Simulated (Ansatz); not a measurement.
**MoS2 under changes of volume**

One of the cells (18.982 Å³/atom); the others are scaled copies at fixed shape and fractional positions:

```
Mo S
1.0
     3.22746    0.00000    0.00000
    -1.61373    2.79507    0.00000
     0.00000    0.00000    6.31247
Mo S
1 2
Direct
  0.00000 0.00000 0.50000
  0.66667 0.33333 0.74468
  0.33333 0.66667 0.25532
```

Measurements of this composition are mostly on another form, of space group No. 194.

| Property | Result |
| --- | --- |
| Program | Ansatz 0.2.0 |
| Functional | PBEsol |
| Potentials or basis | Ansatz PAW |
| Cutoff | 420 eV (not typed: the program's choice for these potentials) |
| k mesh | 9 × 9 × 4 |
| Occupations | fermi-dirac, width 0.05 eV |
| Spin | no spin polarisation |

```tsv
volume (Å³/atom)	energy over the lowest point (meV/atom)	pressure (GPa)	largest force (eV/Å)
17.843	10.67	5.6	1.086
18.222	1.59	2.2	0.703
18.602	0.00	-0.8	0.349
18.982	5.11	-3.4	0.020
19.361	16.22	-5.8	0.284
19.741	32.69	-8.0	0.566
20.120	?	?	?
```

What does the run at 20.120 Å³/atom give?

Energy over the lowest point 53.96 meV/atom; pressure -9.9 GPa; largest force 0.827 eV/Å.

Worked out: A Birch-Murnaghan fit of order 3 (a polynomial in V^(-2/3)) to the other rows has its minimum at 18.50 Å³/atom with B0 = V·E''(V) = 142 GPa and B' = 4.5 at fixed shape and positions, which overstates the stiffness. It gives 53.91 meV/atom at 20.120 Å³/atom, against the run's 53.96, and -dE/dV = -9.9 GPa, against -9.9.

Energies are extrapolated to zero smearing.

Caveats: this functional lacks dispersion, which binds the layers, so the pressure and a relaxed spacing across them are unreliable; the PAW data sets come from PBE, with cores solved anew for the run's functional, which leaves a small shift of forces and pressure; forces of over 1 eV/Å show positions far from the minimum, so gaps and moduli don't describe the material at rest (some runs).
